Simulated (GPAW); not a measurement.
Set up this calculation in GPAW 26.7.0, as an ASE script.

```yaml
Task: equation of state
Functional: WC
Potentials_or_basis: PAW data sets generated in the run's folder for this functional
Cutoff: 600 eV
Basis: pw
k_mesh: 7 × 7 × 7
Occupations: fermi-dirac, width 0.05 eV
Spin: no spin polarisation
Maxiter: 150
Eos_scales: "[0.94, 0.96, 0.98, 1.0, 1.02, 1.04, 1.06]"
```

Crystal: ZnS.

```xyz
2
Lattice="0.0000 2.7020 2.7020 2.7020 0.0000 2.7020 2.7020 2.7020 0.0000" Properties=species:S:1:pos:R:3 pbc="T T T"
Zn    4.0530    4.0530    4.0530
S     0.0000    0.0000    0.0000
```

One way to write it, as run:

run.py

```python
from ase import Atoms
from ase.eos import EquationOfState
from ase.io import Trajectory
from ase.units import GPa
from gpaw import GPAW, PW, setup_paths

setup_paths.insert(0, '.')

atoms = Atoms(['Zn', 'S'],
              cell=[[0.0, 2.702, 2.702],
                    [2.702, 0.0, 2.702],
                    [2.702, 2.702, 0.0]],
              scaled_positions=[[0.75, 0.75, 0.75],
                                [0.0, 0.0, 0.0]],
              pbc=True)

traj = Trajectory('eos.traj', 'w')
volumes, energies = [], []
for x in [0.94, 0.96, 0.98, 1.0, 1.02, 1.04, 1.06]:
    a = atoms.copy()
    a.set_cell(atoms.cell * x**(1 / 3), scale_atoms=True)
    calc = GPAW(mode=PW(600),
                xc='WC',
                kpts={'size': (7, 7, 7), 'gamma': True},
                occupations={'name': 'fermi-dirac', 'width': 0.05},
                nbands=18,
                convergence={'density': 1e-05, 'energy': 1e-05},
                maxiter=150,
                txt=f'eos-{x:.2f}.txt')
    a.calc = calc
    energies.append(a.get_potential_energy(force_consistent=True))
    volumes.append(a.get_volume())
    p = -a.get_stress()[:3].mean() / GPa
    calc.write(f'eos-{x:.2f}.gpw')
    traj.write(a)
    print(f'{x:.2f} {volumes[-1]:10.4f} A^3 {energies[-1]:14.6f} eV {p:9.3f} GPa', flush=True)

v0, e0, B = EquationOfState(volumes, energies, eos='birchmurnaghan').fit()
print(f'V0 = {v0:.4f} A^3, E0 = {e0:.6f} eV, B0 = {B / GPa:.2f} GPa')
```

Potentials or basis: PAW data sets generated in the run's folder for this functional, pw.

The run is started by

```bash
$ gpaw-setup -f WC S Zn
$ OMP_NUM_THREADS=1 python run.py
```

It gave:

```json
{
  "Equilibrium volume": "19.20 Å³/atom",
  "Bulk modulus": "80 GPa",
  "Pressure derivative of the bulk modulus": "4.5"
}
```

It took 41 s on 1 thread of INTEL(R) XEON(R) PLATINUM 8581C CPU @ 2.30GHz (Emerald Rapids) (shared host), peak memory 0.22 GiB.
